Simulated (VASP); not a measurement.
# CoO (R-3m) in VASP: notebook

One crystal, CoO, is run at these levels: r2SCAN; tasks: single point, relaxation of cell and atoms.

Everything below comes from runs of VASP 6.6.1. Logs are shortened: lines on timing, memory, paths and dates and some standing lists are left out, and cuts for length are marked.

## Step 1: The crystal as given

It takes space group R-3m (No. 166, trigonal). The conventional cell has a = 3.020 Å, b = 3.020 Å, c = 7.287 Å, α = 90.00°, β = 90.00°, γ = 120.00°. Co (site symmetry -3m) has 6 O at 2.13 Å as nearest neighbours. O (site symmetry -3m) has 6 Co at 2.13 Å as nearest neighbours.

The cell was built by a generator and needn't be a form met in nature.

## Step 2: Single point, r2SCAN, collinear spin, typed start

File POSCAR:

```
CoO
1.0
    1.5101196024      0.8718679590      2.4290642913
   -1.5101196024      0.8718679590      2.4290642913
    0.0000000000     -1.7437359179      2.4290642913
Co O
1 1
Direct
    0.0000000000      0.0000000000      0.0000000000
    0.5000000000      0.5000000000      0.5000000000
```

File INCAR.step1:

```
  ALGO = Normal
  EDIFF = 1E-4
  ENCUT = 520
  GGA = PE
  ISMEAR = 0
  ISPIN = 2
  LASPH = T
  LCHARG = F
  LMAXMIX = 4
  LREAL = F
  LWAVE = T
  MAGMOM = 2.49 1.04
  NBANDS = 18
  NELM = 150
  PREC = Accurate
  SIGMA = 0.1
```

File INCAR.step2:

```
  ALGO = Normal
  EDIFF = 1E-7
  ENCUT = 520
  ISIF = 2
  ISMEAR = 0
  ISPIN = 2
  ISTART = 1
  LASPH = T
  LCHARG = F
  LMAXMIX = 4
  LMIXTAU = T
  LORBIT = 11
  LREAL = F
  LWAVE = F
  MAGMOM = 2.49 1.04
  METAGGA = R2SCAN
  NBANDS = 18
  NELM = 150
  PREC = Accurate
  SIGMA = 0.1
```

File KPOINTS:

```
k-points
0
Gamma
  6 6 6
```

Potentials or basis: VASP PAW PBE potentials, release 64 (Co, O).

On the command line:

```bash
cat potpaw_PBE.64/Co/POTCAR potpaw_PBE.64/O/POTCAR > POTCAR
cp INCAR.step1 INCAR
mpirun -np 1 vasp_std > vasp.out
cp INCAR.step2 INCAR
mpirun -np 1 vasp_std > vasp.out
```

OUTCAR:

```text
EDIFF = 1E-7
   ENCUT = 520
   ISIF = 2
   ISMEAR = 0
   ISPIN = 2
   ISTART = 1
   LASPH = T
   LORBIT = 11
   LREAL = F
   METAGGA = R2SCAN
   NELM = 150
   PREC = Accurate

 ion  position               nearest neighbor table
   1  0.000  0.000  0.000-   2 2.13   2 2.13   2 2.13   2 2.13   2 2.13   2 2.13
   2  0.500  0.500  0.500-   1 2.13   1 2.13   1 2.13   1 2.13   1 2.13   1 2.13

  LATTYP: Found a trigonal (rhomboedric) cell.
 ALAT       =     2.9901451943
 COS(alpha) =     0.4898849562

  Lattice vectors:

 A1 = (   1.5101196024,   0.8718679590,   2.4290642913)
 A2 = (  -1.5101196024,   0.8718679590,   2.4290642913)
 A3 = (   0.0000000000,  -1.7437359179,   2.4290642913)

Analysis of symmetry for initial positions (statically):
=====================================================================
 Subroutine PRICEL returns:
 Original cell was already a primitive cell.

 Routine SETGRP: Setting up the symmetry group for a
 trigonal (rhombohedral) supercell.

 Subroutine GETGRP returns: Found 12 space group operations
 (whereof 12 operations were pure point group operations)
 out of a pool of 12 trial point group operations.

The static configuration has the point symmetry D_3d.

Analysis of symmetry for dynamics (positions and initial velocities):
=====================================================================
 Subroutine PRICEL returns:
 Original cell was already a primitive cell.

 Routine SETGRP: Setting up the symmetry group for a
 trigonal (rhombohedral) supercell.

 Subroutine GETGRP returns: Found 12 space group operations
 (whereof 12 operations were pure point group operations)
 out of a pool of 12 trial point group operations.

The dynamic configuration has the point symmetry D_3d.

Analysis of structural, dynamic, and magnetic symmetry:
=====================================================================
 Subroutine PRICEL returns:
 Original cell was already a primitive cell.

 Routine SETGRP: Setting up the symmetry group for a
 trigonal (rhombohedral) supercell.

 Subroutine GETGRP returns: Found 12 space group operations
 (whereof 12 operations were pure point group operations)
 out of a pool of 12 trial point group operations.

The overall configuration has the point symmetry D_3d.

 Subroutine INISYM returns: Found 12 space group operations
 (whereof 12 operations are pure point group operations),
 and found     1 'primitive' translations

----------------------------------------------------------------------------------------

                                     Primitive cell

  volume of cell :      19.1890

  direct lattice vectors                    reciprocal lattice vectors
     1.510119602  0.871867959  2.429064291     0.331099602  0.191160445  0.137227053
    -1.510119602  0.871867959  2.429064291    -0.331099602  0.191160445  0.137227053
     0.000000000 -1.743735918  2.429064291     0.000000000 -0.382320889  0.137227053

  length of vectors
     2.990145194  2.990145194  2.990145194     0.406202568  0.406202568  0.406202568

  position of ions in fractional coordinates (direct lattice)
     0.000000000  0.000000000  0.000000000
     0.500000000  0.500000000  0.500000000

  ion indices of the primitive-cell ions
   primitive index   ion index
                 1           1
                 2           2

----------------------------------------------------------------------------------------

 KPOINTS: k-points

Automatic generation of k-mesh.
 Grid dimensions read from file:
 generate k-points for:    6    6    6

 Generating k-lattice:

  Cartesian coordinates                     Fractional coordinates (reciprocal lattice)
     0.055183267  0.031860074  0.022871175     0.166666667 -0.000000000  0.000000000
    -0.055183267  0.031860074  0.022871175    -0.000000000  0.166666667  0.000000000
     0.000000000 -0.063720148  0.022871175     0.000000000  0.000000000  0.166666667

  Length of vectors
     0.067700428  0.067700428  0.067700428

  Shift w.r.t. Gamma in fractional coordinates (k-lattice)
     0.000000000  0.000000000  0.000000000

 Subroutine IBZKPT returns following result:
 ===========================================

 Found     32 irreducible k-points:

 Following reciprocal coordinates:
            Coordinates               Weight
  0.000000  0.000000  0.000000      1.000000
  0.166667 -0.000000  0.000000      6.000000
  0.333333 -0.000000 -0.000000      6.000000
  0.500000 -0.000000  0.000000      3.000000
  0.166667  0.166667  0.000000      6.000000
  0.333333  0.166667  0.000000     12.000000
[... 16 lines left out ...]
  0.500000  0.500000  0.166667      6.000000
 -0.333333  0.500000  0.166667     12.000000
 [... further k-points ...]
   k-points           NKPTS =     32   k-points in BZ     NKDIM =     32   number of bands    NBANDS=     18
   number of dos      NEDOS =    301   number of ions     NIONS =      2
   total plane-waves  NPLWV =  13824
   dimension x,y,z NGX =    24 NGY =   24 NGZ =   24
   dimension x,y,z NGXF=    48 NGYF=   48 NGZF=   48
   ions per type =               1   1
   NGX,Y,Z   is equivalent  to a cutoff of  13.34, 13.34, 13.34 a.u.
   NGXF,Y,Z  is equivalent  to a cutoff of  26.69, 26.69, 26.69 a.u.
 SYSTEM =  unknown system
   PREC   = accura    normal or accurate (medium, high low for compatibility)
   ISTART =      1    job   : 0-new  1-cont  2-samecut
   ICHARG =      0    charge: 1-file 2-atom 10-const
   ISPIN  =      2    spin polarized calculation?
   LNONCOLLINEAR =      F non collinear calculations
   LSORBIT =      F    spin-orbit coupling
   LASPH  =      T    aspherical Exc in radial PAW
   ENCUT  =  520.0 eV  38.22 Ry    6.18 a.u.   5.56  5.56  5.56*2*pi/ulx,y,z
   NELM   =    150;   NELMIN=  2; NELMDL=  0     # of ELM steps
   EDIFF  = 0.1E-06   stopping-criterion for ELM
   LREAL  =      F    real-space projection
   EDIFFG = 0.1E-05   stopping-criterion for IOM
   NSW    =      0    number of steps for IOM
   IBRION =     -1    ionic relax: 0-MD 1-quasi-New 2-CG
   NFREE  =      0    steps in history (QN), initial steepest desc. (CG)
   ISIF   =      2    stress and relaxation
   ISYM   =      2    0-nonsym 1-usesym 2-fastsym
   POTIM  = 0.5000    time-step for ionic-motion
   TEBEG  =    0.0;   TEEND  =   0.0 temperature during run
   PSTRESS=    0.0 pullay stress
   NELECT =      15.0000    total number of electrons
   NUPDOWN=      -1.0000    fix difference up-down
   EMIN   =  10.00;   EMAX   =-10.00  energy-range for DOS
   EFERMI =   0.00;   METHOD = LEGACY
   ISMEAR =     0;   SIGMA  =   0.10  broadening in eV -4-tet -1-fermi 0-gaus
   EFERMI_NEDOS =   21; number of points for ismear=-14 and -15
   IALGO  =     38    algorithm
   IMIX   =      4    mixing-type and parameters
     AMIX     =   0.40;   BMIX     =  1.00
     AMIX_MAG =   1.60;   BMIX_MAG =  1.00
  volume/ion in A,a.u.               =       9.59        64.75
  Fermi-wavevector in a.u.,A,eV,Ry     =   1.508069  2.849837 30.943341  2.274271
  Thomas-Fermi vector in A             =   2.618572
   LORBIT       =     11    0 simple, 1 ext, 2 COOP (PROOUT), +10 PAW based schemes
   METAGGA = R2SCAN    functional components
   LHFCALC =     F    Hartree Fock is set to
   AEXX    =    0.0000 exact exchange contribution
   IVDW    =     0    specifies the selected vdW correction
   LEPSILON=     F    determine dielectric tensor
   LRPA    =     F    only Hartree local field effects (RPA)
 spin polarized calculation
 Gauss-broadening in eV      SIGMA  =   0.10
  energy-cutoff  :      520.00
  volume of cell :       19.19
 maximum number of plane-waves:       531
 NGX is ok and might be reduce to    24
   NGX = 11   NGY = 11   NGZ = 11

 number of electron      15.0000005 magnetization       2.9999967

 Free energy of the ion-electron system (eV)
  ---------------------------------------------------
  ext. energy  EPLUGINS =         0.00000000
  ---------------------------------------------------
  free energy    TOTEN  =       -21.09905623 eV

  energy without entropy =      -21.08729180  energy(sigma->0) =      -21.09317402

 E-fermi :   7.9453     XC(G=0): -13.1348

 val. band max:        7.9152474348   @ k =  -0.3333   0.5000   0.3333
 cond. band min:       7.9515173548   @ k =   0.3333   0.3333   0.3333
 fundamental gap:      0.0362699200
 Fermi energy:         7.9452837933

 spin component 1

 k-point     1 :       0.0000    0.0000    0.0000
  band No.  band energies     occupation
      1     -13.4456      1.00000
      2       3.8851      1.00000
      3       3.8851      1.00000
      4       4.0406      1.00000
      5       4.0406      1.00000
      6       4.5196      1.00000
[... 10 lines left out ...]
     17      30.6946      0.00000
     18      33.6064      0.00000
[... 463 lines left out ...]
 k-point    24 :      -0.3333    0.5000    0.1667
  band No.  band energies     occupation
      1     -12.1679      1.00000
      2       1.1104      1.00000
      3       1.7126      1.00000
      4       1.9856      1.00000
      5       4.5934      1.00000
      6       4.6579      1.00000
[... 10 lines left out ...]
     17      39.0882      0.00000
     18      39.7915      0.00000

 [... further k-points ...]

 spin component 2

 k-point     1 :       0.0000    0.0000    0.0000
  band No.  band energies     occupation
      1     -12.8867      1.00000
      2       5.2465      1.00000
      3       5.2465      1.00000
      4       5.3318      1.00000
      5       6.3860      1.00000
      6       6.9924      1.00000
[... 10 lines left out ...]
     17      31.8481      0.00000
     18      34.8493      0.00000
[... 463 lines left out ...]
 k-point    24 :      -0.3333    0.5000    0.1667
  band No.  band energies     occupation
      1     -11.4783      1.00000
      2       1.6763      1.00000
      3       2.7742      1.00000
      4       3.0627      1.00000
      5       6.8322      1.00000
      6       7.8024      0.97833
[... 10 lines left out ...]
     17      40.3550      0.00000
     18      40.6591      0.00000

 [... further k-points ...]
[... 5 lines left out ...]
  --------------------------------------------------------------------------------------
  -------------------------------------------------------------------------------------
  Total       -0.4667468     -0.4667468     -0.6089143      0.0000000     -0.0000000      0.0000000
  in kB      -38.9708273    -38.9708273    -50.8410368      0.0000000     -0.0000000      0.0000000
  external PRESSURE =     -42.9275638 kB  Pullay stress =       0.0000000 kB

 VOLUME and BASIS-vectors are now :
 -----------------------------------------------------------------------------
  energy-cutoff  :      520.00
  volume of cell :       19.19
      direct lattice vectors                 reciprocal lattice vectors
     1.510119602  0.871867959  2.429064291     0.331099602  0.191160445  0.137227053
    -1.510119602  0.871867959  2.429064291    -0.331099602  0.191160445  0.137227053
     0.000000000 -1.743735918  2.429064291     0.000000000 -0.382320889  0.137227053

 POSITION                                       TOTAL-FORCE (eV/Angst)
 -----------------------------------------------------------------------------------
      0.00000      0.00000      0.00000         0.000000      0.000000      0.000000
      0.00000      0.00000      3.64360        -0.000000      0.000000     -0.000000
 -----------------------------------------------------------------------------------
    total drift:                               -0.000000      0.000000     -0.000000

  FREE ENERGIE OF THE ION-ELECTRON SYSTEM (eV)
  ---------------------------------------------------
  free  energy   TOTEN  =       -21.0990562304 eV

  energy  without entropy=      -21.0872918016  energy(sigma->0) =      -21.09317402

 total charge

# of ion       s       p       d       tot
------------------------------------------
    1        0.298   0.371   7.110   7.778
    2        1.556   3.479   0.000   5.036
--------------------------------------------------
tot          1.854   3.850   7.110  12.814

 magnetization (x)

# of ion       s       p       d       tot
------------------------------------------
    1        0.024   0.020   2.646   2.690
    2        0.029   0.260   0.000   0.289
--------------------------------------------------
tot          0.053   0.280   2.646   2.978
```

Wall time 60 s (1 thread of Intel Xeon Platinum 8488C (Sapphire Rapids), shared host); peak memory 0.16 GiB.

Results:

| Property | Result |
| --- | --- |
| Free energy | -21.0991 eV |
| Pressure | -4.3 GPa |
| Band gap on the k mesh | none (metal or under the smearing width) |
| Net moment | 3.00 μB per cell |
| Site moments | Co +2.69; O +0.29 μB |
| Valence electrons inside the program's atomic spheres | Co 7.78; O 5.04 |

Levels at points of the mesh, in eV from the Fermi level:
Spin up:
```
           k point  band 5  band 6  band 7  band 8  band 9  band 10  band 11  band 12  band 13  band 14
(0.00, 0.00, 0.00)   -3.90   -3.43   -3.43   -3.30   -3.17     1.35    17.49    18.44    18.44    19.05
(0.50, 0.00, 0.00)   -3.24   -2.75   -2.38   -0.37   -0.33     5.53     9.94    14.02    14.32    21.17
(0.50, 0.50, 0.00)   -4.51   -3.72   -3.20   -2.97   -2.41     6.33    10.53    11.98    16.50    16.81
(0.50, 0.50, 0.50)   -3.23   -3.23   -1.89   -0.35   -0.35     5.46    10.18    13.83    13.83    21.12
```
Spin down:
```tsv
k point	band 3	band 4	band 5	band 6	band 7	band 8	band 9	band 10
(0.00, 0.00, 0.00)	-2.70	-2.61	-1.56	-0.95	-0.95	1.00	1.00	2.16
(0.50, 0.00, 0.00)	-4.68	-4.64	-0.56	-0.03	0.44	3.58	3.68	6.02
(0.50, 0.50, 0.00)	-4.04	-3.94	-2.29	-0.12	0.26	1.59	1.98	7.44
(0.50, 0.50, 0.50)	-4.81	-4.81	-0.23	0.26	0.26	3.60	3.60	5.91
```

Caveat: the k mesh is coarse (spacing up to 0.43 Å⁻¹), so the values aren't converged; the PAW data sets were made with another functional, which shifts forces and pressure a little; a cell with one magnetic atom can't hold antiferromagnetic order, which such compounds often take; semilocal functionals often make such compounds metallic where correlation or magnetic order opens a gap, which also shifts bond lengths. With open d or f shells a metallic result of r2SCAN can be an artefact of self-interaction; +U or a hybrid may open a gap.

## Step 3: Relaxation of cell and atoms, r2SCAN, collinear spin, typed start

This run uses another cell than the first one, of 11.25 Å³/atom, 1.173 times its volume.

File POSCAR:

```
CoO
1.0
    1.2680992968      0.7321374704      4.0391310935
   -1.2680992968      0.7321374704      4.0391310935
    0.0000000000     -1.4642749407      4.0391310935
Co O
1 1
Direct
    0.0000000000      0.0000000000      0.0000000000
    0.5000000000      0.5000000000      0.5000000000
```

File INCAR.step1:

```
PREC = Accurate ; ENCUT = 600
ISMEAR = 0 ; SIGMA = 0.1
LREAL = F ; LASPH = T
NELM = 150 ; ISPIN = 2
MAGMOM = 2.49 1.04 ; LMAXMIX = 4
GGA = PE ; ALGO = Normal
EDIFF = 1E-4 ; LWAVE = T
LCHARG = F
```

File INCAR.step2:

```
PREC = Accurate ; ENCUT = 600
EDIFF = 1E-6 ; ISMEAR = 0
SIGMA = 0.1 ; LREAL = F
LASPH = T ; NELM = 150
ALGO = Normal ; ISIF = 3
LWAVE = F ; LCHARG = F
ISPIN = 2 ; MAGMOM = 2.49 1.04
LORBIT = 11 ; LMAXMIX = 4
METAGGA = R2SCAN ; LMIXTAU = T
IBRION = 2 ; NSW = 90
EDIFFG = -0.04 ; ISTART = 1
```

File KPOINTS:

```
regular mesh
0
Gamma
  6 6 6
```

Potentials or basis: VASP PAW PBE potentials, release 64 (Co, O).

On the command line:

```bash
cat potpaw_PBE.64/Co/POTCAR potpaw_PBE.64/O/POTCAR > POTCAR
cp INCAR.step1 INCAR
mpirun -np 1 vasp_std > vasp.out
cp INCAR.step2 INCAR
mpirun -np 1 vasp_std > vasp.out
```

Run time: 24 min. Hardware: 1 thread of Intel Xeon Platinum 8488C (Sapphire Rapids), shared host; peak memory 0.31 GiB.

It converged, with:

```yaml
Free_energy: -21.1026 eV
Relaxed_volume: 9.37 Å³/atom
Relaxed_cell: a = 2.951 Å, b = 2.951 Å, c = 2.951 Å, α = 61.41°, β = 61.41°, γ = 61.41°
Space_group_after_relaxing_to_0.05_Å: R-3m (No. 166)
Energy_gained_by_relaxing: 1668.1 meV/atom
Ionic_steps: 12
Pressure_after_relaxing: -0.3 GPa
Band_gap_on_the_k_mesh: none (metal or under the smearing width)
Net_moment: 3.00 μB per cell
Site_moments: Co +2.69; O +0.29 μB
Valence_electrons_inside_the_program's_atomic_spheres: Co 7.82; O 5.05
```

Stress tensor (GPa, compression positive):
```
-0.45  0.00  0.00
 0.00 -0.45  0.00
 0.00  0.00 -0.14
```

The path:
```csv
step,energy change (eV),largest force (eV/Å),pressure (GPa),volume (Å³)
1,0.0000,0.0000,-21.70,22.50
2,-2.7963,0.0000,3.65,17.33
3,-2.9475,0.0000,20.09,16.49
4,-2.9555,0.0000,27.75,16.17
5,-3.3061,0.0000,0.18,18.54
6,-3.3138,0.0000,-2.66,18.86
7,-3.3148,0.0000,-3.71,18.98
8,-3.3278,0.0000,0.96,18.63
9,-3.3285,0.0000,2.23,18.53
10,-3.3336,0.0000,0.25,18.71
11,-3.3350,0.0000,-1.34,18.85
12,-3.3361,0.0000,-0.35,18.74
```

Final structure:
```
CELL_PARAMETERS angstrom
1.50664 0.86986 2.38321
-1.50664 0.86986 2.38321
0.00000 -1.73972 2.38321
ATOMIC_POSITIONS crystal
Co 0.00000 0.00000 0.00000
O 0.50000 0.50000 0.50000
```

Levels at points of the mesh, in eV from the Fermi level:
Spin up:
```tsv
k point	band 6	band 7	band 8	band 9	band 10	band 11	band 12	band 13
(0.00, 0.00, 0.00)	-3.55	-3.55	-3.32	-3.18	1.49	17.59	18.49	19.58
(0.50, 0.00, 0.00)	-2.70	-2.42	-0.30	-0.30	5.63	10.11	14.17	14.71
(0.50, 0.50, 0.00)	-3.72	-3.16	-2.95	-2.42	6.50	10.69	12.12	17.25
(0.50, 0.50, 0.50)	-3.20	-1.85	-0.27	-0.27	5.42	10.63	13.76	13.76
```
Spin down:
```tsv
k point	band 2	band 3	band 4	band 5	band 6	band 7	band 8	band 9	band 10	band 11
(0.00, 0.00, 0.00)	-2.82	-2.82	-2.62	-1.54	-1.02	-1.02	0.97	0.97	2.32	17.85
(0.50, 0.00, 0.00)	-8.05	-4.82	-4.74	-0.56	-0.07	0.48	3.62	3.77	6.13	11.30
(0.50, 0.50, 0.00)	-6.81	-4.22	-3.98	-2.38	-0.10	0.26	1.59	2.02	7.63	11.50
(0.50, 0.50, 0.50)	-8.01	-5.04	-5.04	-0.17	0.28	0.28	3.71	3.71	5.87	11.80
```

Caveat: the k mesh is coarse (spacing up to 0.48 Å⁻¹), so the values aren't converged; the volume moved by over 15 % at a fixed basis, so the end points are rough; the PAW data sets were made with another functional, which shifts forces and pressure a little; a cell with one magnetic atom can't hold antiferromagnetic order, which such compounds often take; semilocal functionals often make such compounds metallic where correlation or magnetic order opens a gap, which also shifts bond lengths. With open d or f shells a metallic result of r2SCAN can be an artefact of self-interaction; +U or a hybrid may open a gap.
